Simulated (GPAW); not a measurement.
CuAu3:

```
Au Cu
1.0
     3.98000    0.00000    0.00000
     0.00000    3.98000    0.00000
     0.00000    0.00000    3.98000
Au Cu
3 1
Direct
  0.50000 0.50000 0.00000
  0.50000 0.00000 0.50000
  0.00000 0.50000 0.50000
  0.00000 0.00000 0.00000
```

```yaml
Program: GPAW 26.7.0
Task: relaxation of cell and atoms
Functional: PBEsol
Dispersion: D3(BJ)
Potentials_or_basis: PAW data sets generated in the run's folder for this functional
Cutoff: 600 eV
Basis: pw
k_mesh: 7 × 7 × 7
Occupations: fermi-dirac, width 0.05 eV
Spin: no spin polarisation
```

At the start: pressure -4.4 GPa; volume 15.76 Å³/atom.

Task: How do energy, volume and symmetry change on relaxing?

Result: Over 3 steps the energy falls by 5.1 meV/atom and the volume is 15.38 Å³/atom (-2.4 %); space group Pm-3m (No. 221, to 0.05 Å).

The path:
| step | energy change (eV) | largest force (eV/Å) | pressure (GPa) | volume (Å³) |
| --- | --- | --- | --- | --- |
| 1 | 0.0000 | 0.0000 | -4.37 | 63.04 |
| 2 | -0.0071 | 0.0000 | -3.57 | 62.76 |
| 3 | -0.0203 | 0.0000 | 0.18 | 61.50 |

Final structure:
```xyz
4
Lattice="3.9473 0.0000 0.0000 0.0000 3.9473 0.0000 0.0000 0.0000 3.9473" Properties=species:S:1:pos:R:3 pbc="T T T"
Au    1.9736    1.9736    0.0000
Au    1.9736    0.0000    1.9736
Au    0.0000    1.9736    1.9736
Cu    0.0000    0.0000    0.0000
```

Caveat: with these Cu and Au data sets, volumes or pressures lay over 1.5 % or 2 GPa off other programs in two to four cells of ten; later steps reuse the first step's grids; pairwise dispersion overbinds metals, which lowers pressure and volume.
